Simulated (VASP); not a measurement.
# SnTe (F-43m) in VASP: a series of runs

One crystal, SnTe, is run at these levels: PBE; tasks: single point.

Program: VASP 6.6.1. These are calculated values, not measurements. Logs are shortened: lines on timing, memory, paths and dates and some standing lists are left out, and cuts for length are marked.

## Step 1: The crystal as given

The structure is cubic, space group F-43m (No. 216). The conventional cell has a = 7.222 Å, b = 7.222 Å, c = 7.222 Å, α = 90.00°, β = 90.00°, γ = 90.00°. Te (site symmetry -43m) has 4 Sn at 3.13 Å as nearest neighbours. Sn (site symmetry -43m) is surrounded by 4 Te at 3.13 Å.

Measurements of this composition are mostly on another form, of space group No. 225.

## Step 2: Single point, PBE, spin-orbit coupling, no magnetisation

INCAR reads:

```
ALGO = Normal ; EDIFF = 1E-7
ENCUT = 460 ; GGA = PE
GGA_COMPAT = False ; ISIF = 2
ISMEAR = 0 ; LASPH = True
LCHARG = False ; LORBIT = 11
LREAL = False ; LSORBIT = True
LWAVE = False ; MAGMOM = 0 0 0 0 0 0
NBANDS = 36 ; NELM = 100
PREC = Accurate ; SIGMA = 0.02
```

KPOINTS reads:

```
k-points
0
Gamma
  5 5 5
```

POSCAR reads:

```
SnTe
1.0
    0.0000000000      3.6111460000      3.6111460000
    3.6111460000      0.0000000000      3.6111460000
    3.6111460000      3.6111460000      0.0000000000
Te Sn
1 1
Direct
    0.2500000000      0.2500000000      0.2500000000
    0.0000000000      0.0000000000      0.0000000000
```

Potentials or basis: VASP PAW PBE potentials, release 64 (Te, Sn_d).

Command:

```bash
$ cat potpaw_PBE.64/Te/POTCAR potpaw_PBE.64/Sn_d/POTCAR > POTCAR
$ mpirun -np 1 vasp_ncl > vasp.out
```

OUTCAR:

```text
EDIFF = 1E-7
   ENCUT = 460
   GGA = PE
   ISIF = 2
   ISMEAR = 0
   LASPH = True
   LORBIT = 11
   LREAL = False
   LSORBIT = True
   NELM = 100
   PREC = Accurate

 Found     14 irreducible k-points:

 Following reciprocal coordinates:
            Coordinates               Weight
  0.000000  0.000000  0.000000      1.000000
  0.200000  0.000000  0.000000      4.000000
 -0.200000  0.000000  0.000000      4.000000
  0.400000  0.000000  0.000000      4.000000
 -0.400000  0.000000  0.000000      4.000000
  0.200000  0.200000  0.000000      6.000000
   k-points           NKPTS =     14   k-points in BZ     NKDIM =     14   number of bands    NBANDS=     36
   number of dos      NEDOS =    301   number of ions     NIONS =      2
   total plane-waves  NPLWV =  46656
   dimension x,y,z NGX =    36 NGY =   36 NGZ =   36
   dimension x,y,z NGXF=    72 NGYF=   72 NGZF=   72
   ions per type =               1   1
   NGX,Y,Z   is equivalent  to a cutoff of  11.72, 11.72, 11.72 a.u.
   NGXF,Y,Z  is equivalent  to a cutoff of  23.44, 23.44, 23.44 a.u.
 SYSTEM =  unknown system
   PREC   = accura    normal or accurate (medium, high low for compatibility)
   ISTART =      0    job   : 0-new  1-cont  2-samecut
   ICHARG =      2    charge: 1-file 2-atom 10-const
   ISPIN  =      1    spin polarized calculation?
   LNONCOLLINEAR =      T non collinear calculations
   LSORBIT =      T    spin-orbit coupling
   LASPH  =      T    aspherical Exc in radial PAW
   ENCUT  =  460.0 eV  33.81 Ry    5.81 a.u.   8.93  8.93  8.93*2*pi/ulx,y,z
   NELM   =    100;   NELMIN=  2; NELMDL= -5     # of ELM steps
   EDIFF  = 0.1E-06   stopping-criterion for ELM
   LREAL  =      F    real-space projection
   EDIFFG = 0.1E-05   stopping-criterion for IOM
   NSW    =      0    number of steps for IOM
   IBRION =     -1    ionic relax: 0-MD 1-quasi-New 2-CG
   NFREE  =      0    steps in history (QN), initial steepest desc. (CG)
   ISIF   =      2    stress and relaxation
   ISYM   =      2    0-nonsym 1-usesym 2-fastsym
   POTIM  = 0.5000    time-step for ionic-motion
   TEBEG  =    0.0;   TEEND  =   0.0 temperature during run
   PSTRESS=    0.0 pullay stress
   NELECT =      20.0000    total number of electrons
   NUPDOWN=      -1.0000    fix difference up-down
   EMIN   =  10.00;   EMAX   =-10.00  energy-range for DOS
   EFERMI =   0.00;   METHOD = LEGACY
   ISMEAR =     0;   SIGMA  =   0.02  broadening in eV -4-tet -1-fermi 0-gaus
   EFERMI_NEDOS =   21; number of points for ismear=-14 and -15
   IALGO  =     38    algorithm
   IMIX   =      4    mixing-type and parameters
     AMIX     =   0.40;   BMIX     =  1.00
[... 263 lines left out ...]
  external PRESSURE =       0.0957874 kB  Pullay stress =       0.0000000 kB

 VOLUME and BASIS-vectors are now :
 -----------------------------------------------------------------------------
  energy-cutoff  :      460.00
  volume of cell :       94.18
      direct lattice vectors                 reciprocal lattice vectors
     0.000000000  3.611146000  3.611146000    -0.138460201  0.138460201  0.138460201
     3.611146000  0.000000000  3.611146000     0.138460201 -0.138460201  0.138460201
     3.611146000  3.611146000  0.000000000     0.138460201  0.138460201 -0.138460201

 POSITION                                       TOTAL-FORCE (eV/Angst)
 -----------------------------------------------------------------------------------
      1.80557      1.80557      1.80557        -0.000000      0.000000      0.000000
      0.00000      0.00000      0.00000         0.000000     -0.000000     -0.000000
 -----------------------------------------------------------------------------------
    total drift:                                0.000000      0.000000      0.000000

  FREE ENERGIE OF THE ION-ELECTRON SYSTEM (eV)
  ---------------------------------------------------
  free  energy   TOTEN  =        -7.2262785672 eV

  energy  without entropy=       -7.2262785672  energy(sigma->0) =       -7.22627857

 Spin-Orbit-Coupling matrix elements

 Ion:    1  E_soc:     -0.2238334
 l=   1
     0.0000000    -0.0373045    -0.0373045
    -0.0373045     0.0000000    -0.0373045
    -0.0373045    -0.0373045     0.0000000
 l=   2
     0.0000000     0.0000077     0.0000000     0.0000077    -0.0000088
     0.0000077     0.0000000    -0.0000066     0.0000077    -0.0000022
     0.0000000    -0.0000066     0.0000000    -0.0000066     0.0000000
     0.0000077     0.0000077    -0.0000066     0.0000000    -0.0000022
    -0.0000088    -0.0000022     0.0000000    -0.0000022     0.0000000
 l=   3
     0.0000000     0.0000000     0.0000000     0.0000000     0.0000000     0.0000000     0.0000000
     0.0000000     0.0000000     0.0000000     0.0000000     0.0000000     0.0000000     0.0000000
     0.0000000     0.0000000     0.0000000     0.0000000     0.0000000     0.0000000     0.0000000
     0.0000000     0.0000000     0.0000000     0.0000000     0.0000000     0.0000000     0.0000000
     0.0000000     0.0000000     0.0000000     0.0000000     0.0000000     0.0000000     0.0000000
     0.0000000     0.0000000     0.0000000     0.0000000     0.0000000     0.0000000     0.0000000
     0.0000000     0.0000000     0.0000000     0.0000000     0.0000000     0.0000000     0.0000000

 Ion:    2  E_soc:     -0.1049299
 l=   1
     0.0000000    -0.0113610    -0.0113610
    -0.0113610     0.0000000    -0.0113610
    -0.0113610    -0.0113610     0.0000000
 l=   2
     0.0000000    -0.0012419     0.0000000    -0.0012419    -0.0048854
    -0.0012419     0.0000000    -0.0036641    -0.0012419    -0.0012214
     0.0000000    -0.0036641     0.0000000    -0.0036641     0.0000000
    -0.0012419    -0.0012419    -0.0036641     0.0000000    -0.0012214
    -0.0048854    -0.0012214     0.0000000    -0.0012214     0.0000000
 l=   3
     0.0000000     0.0000000     0.0000000     0.0000000     0.0000000     0.0000000     0.0000000
     0.0000000     0.0000000     0.0000000     0.0000000     0.0000000     0.0000000     0.0000000
     0.0000000     0.0000000     0.0000000     0.0000000     0.0000000     0.0000000     0.0000000
     0.0000000     0.0000000     0.0000000     0.0000000     0.0000000     0.0000000     0.0000000
     0.0000000     0.0000000     0.0000000     0.0000000     0.0000000     0.0000000     0.0000000
     0.0000000     0.0000000     0.0000000     0.0000000     0.0000000     0.0000000     0.0000000
     0.0000000     0.0000000     0.0000000     0.0000000     0.0000000     0.0000000     0.0000000

 total charge

# of ion       s       p       d       tot
------------------------------------------
    1        1.391   1.955   0.016   3.362
    2        1.399   0.699   9.957  12.056
--------------------------------------------------
tot          2.791   2.654   9.973  15.417

 magnetization (x)

# of ion       s       p       d       tot
------------------------------------------
    1       -0.000   0.000   0.000  -0.000
    2       -0.000   0.000   0.000   0.000
--------------------------------------------------
tot         -0.000   0.000   0.000   0.000

 magnetization (y)

# of ion       s       p       d       tot
------------------------------------------
    1        0.000   0.000   0.000   0.000
    2       -0.000   0.000  -0.000  -0.000
--------------------------------------------------
tot         -0.000   0.000   0.000   0.000

 magnetization (z)

# of ion       s       p       d       tot
------------------------------------------
    1        0.000  -0.000   0.000  -0.000
    2       -0.000  -0.000   0.000  -0.000
--------------------------------------------------
tot          0.000  -0.000   0.000  -0.000
```

Wall time 83 s (1 thread of Intel Xeon Platinum 8488C (Sapphire Rapids), shared host); peak memory 0.4 GiB.

The run converged, but some of its settings lie outside the range that counts as converged, so its numbers aren't taken as properties of the crystal.

Results:

```yaml
Free_energy: -7.2263 eV
Pressure: 0.0 GPa
Valence_electrons_inside_the_program's_atomic_spheres: Te 3.36; Sn 12.06
```

## Step 3: Single point, PBE, spin-orbit coupling, no magnetisation

Changes to INCAR since step 2:

```diff
@@ -1,3 +1,3 @@
 ALGO = Normal ; EDIFF = 1E-7
-ENCUT = 460 ; GGA = PE
+ENCUT = 520 ; GGA = PE
 GGA_COMPAT = False ; ISIF = 2
```

KPOINTS is that of step 2.

POSCAR is that of step 2.

Potentials or basis: VASP PAW PBE potentials, release 64 (Te, Sn_d).

Command:

```bash
$ cat potpaw_PBE.64/Te/POTCAR potpaw_PBE.64/Sn_d/POTCAR > POTCAR
$ mpirun -np 1 vasp_ncl > vasp.out
```

It took 1.9 min on 1 thread of Intel Xeon Platinum 8488C (Sapphire Rapids), shared host; peak memory 0.51 GiB.

These settings aren't checked as converged: the numbers below hold their error.

Results:

- Free energy: -7.2261 eV
- Pressure: 0.0 GPa
- Valence electrons inside the program's atomic spheres: Te 3.36; Sn 12.06
